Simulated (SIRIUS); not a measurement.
Runs of SIRIUS 7.10.0 on In. The cell holds a slab with vacuum, 3 atoms: a = 3.335 Å, b = 3.335 Å, c = 20.509 Å, α = 90.00°, β = 90.00°, γ = 120.00°. 

```csv
level,gap on the mesh (eV),largest force (eV/Å)
PBEsol,none,0.09
AM05,none,(a)
B86bPBE,none,0.29
LDA,none,-
BLYP,none,0.48
```

Alike in all rows: task single point; potentials or basis PseudoDojo 0.4.1 PBE standard (scalar relativistic); no spin polarisation; cell as given; k mesh 5 × 5 × 1; cutoff (eV) 960; smearing fermi-dirac 0.05 eV; the mesh is coarse, so values aren't converged.

Question: Fill in the values left out.

Answer: (a) 0.10.

Caveats: all runs use coarse meshes; the potentials were made for another functional, which shifts forces and pressure.

A k mesh can miss the band edges, and the runs leave out spin-orbit coupling on In.

A gap of «none» marks a metal or a gap under the smearing width.

Runs at the PBE level aren't shown here.
